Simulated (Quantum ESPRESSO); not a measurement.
The system is FeO.

```
CELL_PARAMETERS angstrom
1.51768 0.87623 2.51579
-1.51768 0.87623 2.51579
0.00000 -1.75247 2.51579
ATOMIC_POSITIONS crystal
Fe 0.00000 0.00000 0.00000
O 0.50000 0.50000 0.50000
```

A run of Quantum ESPRESSO 7.5 on this cell left the log below. Logs are shortened: lines on timing, memory, paths and dates and some standing lists are left out, and cuts for length are marked.

```text
This program is part of the open-source Quantum ESPRESSO suite
     for quantum simulation of materials; please cite
[... 13 lines left out ...]
     --------------------
     sticks:   dense  smooth     PW     G-vecs:    dense   smooth      PW
     Sum        1035     511    163                21753     7697    1459

     Using Slab Decomposition

     bravais-lattice index     =            0
     lattice parameter (alat)  =       5.7939  a.u.
     unit-cell volume          =     135.4640 (a.u.)^3
     number of atoms/cell      =            2
     number of atomic types    =            2
     number of electrons       =        22.00
     number of Kohn-Sham states=           21
     kinetic-energy cutoff     =      56.0000  Ry
     charge density cutoff     =     448.0000  Ry
     scf convergence threshold =      8.0E-08
     mixing beta               =       0.7000
     number of iterations used =           20  plain     mixing
     Exchange-correlation= SLA  PW   PBE  PBE
                           (   1   4   3   4   0   0   0)
     Hubbard projectors: atomic
     Hubbard parameters of DFT+U (Dudarev formulation) in eV:
     U(Fe-3d) =  3.0000

     Internal variables: lda_plus_u =T, lda_plus_u_kind = 0

     Internal variables: orbital_resolved =F, hub_pot_fix =F, apply_U = F

     celldm(1)=   5.793904  celldm(2)=   0.000000  celldm(3)=   0.000000
     celldm(4)=   0.000000  celldm(5)=   0.000000  celldm(6)=   0.000000

     crystal axes: (cart. coord. in units of alat)
               a(1) = (   0.495004   0.285790   0.820546 )
               a(2) = (  -0.495004   0.285790   0.820546 )
               a(3) = (   0.000000  -0.571581   0.820546 )

     reciprocal axes: (cart. coord. in units 2 pi/alat)
               b(1) = (  1.010094  0.583178  0.406234 )
               b(2) = ( -1.010094  0.583178  0.406234 )
               b(3) = ( -0.000000 -1.166356  0.406234 )

     PseudoPot. # 1 for Fe read from file:
     fe_pbe_v1.5.uspp.F.UPF
     Pseudo is Ultrasoft + core correction, Zval = 16.0
     Generated by new atomic code, or converted to UPF format
     Using radial grid of  861 points,  6 beta functions with:
                l(1) =   0
                l(2) =   0
                l(3) =   1
                l(4) =   1
[... 167 lines left out ...]
     Tr[ns(  1)] (up, down, total) =   4.88122  0.88397  5.76519
     Atomic magnetic moment for atom   1 =   3.99726
     SPIN  1
     eigenvalues:
       0.971  0.971  0.971  0.984  0.984
     eigenvectors (columns):
      -0.000  0.000  1.000  0.000 -0.000
      -0.536  0.160 -0.000  0.436  0.705
      -0.160 -0.536  0.000 -0.705  0.436
       0.237  0.794 -0.000 -0.476  0.294
[... 151 lines left out ...]
     iteration # 14     ecut=    56.00 Ry     beta= 0.70
     Davidson diagonalization with overlap
     ethr =  6.81E-10,  avg # of iterations =  1.0

     Magnetic moment per site  (integrated on atomic sphere of radius R)
     atom   1 (R=0.290)  charge= 13.5214  magn=  3.5458
     atom   2 (R=0.290)  charge=  5.8588  magn=  0.2572

     End of self-consistent calculation

     =================== HUBBARD OCCUPATIONS ===================
     ------------------------ ATOM    1 ------------------------
     Tr[ns(  1)] (up, down, total) =   4.96974  1.36301  6.33275
     Atomic magnetic moment for atom   1 =   3.60673
     SPIN  1
     eigenvalues:
       0.992  0.992  0.992  0.996  0.996
     eigenvectors (columns):
      -0.000  0.000  1.000  0.000 -0.000
      -0.535  0.157 -0.000  0.432  0.709
      -0.157 -0.535  0.000 -0.709  0.432
       0.234  0.796 -0.000 -0.476  0.290
       0.796 -0.234  0.000  0.290  0.476
     occupation matrix ns (before diag.):
       0.992 -0.000 -0.000 -0.000 -0.000
      -0.000  0.995 -0.000  0.000  0.002
[... 6 lines left out ...]
     eigenvectors (columns):
      -0.000  0.000 -0.000 -0.000  1.000
       0.453  0.694 -0.534 -0.169 -0.000
      -0.694  0.453 -0.169  0.534  0.000
      -0.469  0.306  0.250 -0.790 -0.000
       0.306  0.469  0.790  0.250  0.000
     occupation matrix ns (before diag.):
       0.358 -0.000 -0.000 -0.000  0.000
      -0.000  0.213 -0.000  0.000 -0.096
      -0.000 -0.000  0.213 -0.096  0.000
      -0.000  0.000 -0.096  0.290  0.000
       0.000 -0.096  0.000  0.000  0.290

     Number of occupied Hubbard levels =    6.3328

     Number of k-points >= 100: set verbosity='high' to print the bands.

     the Fermi energy is    14.8135 ev

!    total energy              =    -282.51923491 Ry
     estimated scf accuracy    <          6.3E-09 Ry
     smearing contrib. (-TS)   =      -0.00013260 Ry
     internal energy E=F+TS    =    -282.51910232 Ry

     The total energy is F=E-TS. E is the sum of the following terms:
     one-electron contribution =    -136.67704118 Ry
     hartree contribution      =      80.59078279 Ry
     xc contribution           =     -36.65942360 Ry
     ewald contribution        =    -189.88029888 Ry
     Hubbard energy            =       0.10687856 Ry

     total magnetization       =     4.00 Bohr mag/cell
     absolute magnetization    =     4.03 Bohr mag/cell

     convergence has been achieved in  14 iterations

     Forces acting on atoms (cartesian axes, Ry/au):

     atom    1 type  1   force =     0.00000000   -0.00000000    0.00000000
     atom    2 type  2   force =    -0.00000000    0.00000000   -0.00000000

     Total force =     0.000000     Total SCF correction =     0.000000

     Computing stress (Cartesian axis) and pressure

          total   stress  (Ry/bohr**3)                   (kbar)     P=       31.61
   0.00023476  -0.00000000  -0.00000000           34.53       -0.00       -0.00
   0.00000000   0.00023476  -0.00000000            0.00       34.53       -0.00
  -0.00000000  -0.00000000   0.00017513           -0.00       -0.00       25.76

=------------------------------------------------------------------------------=
   JOB DONE.
=------------------------------------------------------------------------------=
```

Problem. What input gives this log?

Solution. Single point with PBE+U, collinear spin, ferromagnetic start. The files as run (others can give the same):

pw.in
```
&CONTROL
  calculation = 'scf'
  prefix = 'pwscf'
  outdir = './tmp'
  pseudo_dir = './pseudo'
  tprnfor = .true.
  tstress = .true.
  disk_io = 'nowf'
/
&SYSTEM
  ibrav = 0
  nat = 2
  ntyp = 2
  ecutwfc = 56
  ecutrho = 448
  nbnd = 21
  occupations = 'smearing'
  smearing = 'gaussian'
  degauss = 0.00367493
  nspin = 2
  starting_magnetization(1) = 0.25
  starting_magnetization(2) = 0
/
&ELECTRONS
  conv_thr = 8d-08
  electron_maxstep = 100
  mixing_beta = 0.7
  mixing_ndim = 20
/
ATOMIC_SPECIES
Fe    55.8450 fe_pbe_v1.5.uspp.F.UPF
O     15.9990 o_pbe_v1.2.uspp.F.UPF
CELL_PARAMETERS angstrom
   1.5176821100    0.8762341800    2.5157945800
  -1.5176821100    0.8762341800    2.5157945800
   0.0000000000   -1.7524683500    2.5157945800
ATOMIC_POSITIONS crystal
Fe     0.0000000000    0.0000000000    0.0000000000
O      0.5000000000    0.5000000000    0.5000000000
K_POINTS automatic
8 8 8 0 0 0
HUBBARD {atomic}
U Fe-3d 3.0
```

Potentials or basis: GBRV 1.5 PBE.
Command:
```console
$ OMP_NUM_THREADS=1 mpirun -n 2 pw.x -nk 2 -in pw.in > pw.out
```

Caveat: the k mesh is coarse; a cell with one magnetic atom can't hold antiferromagnetic order, which such compounds often take.
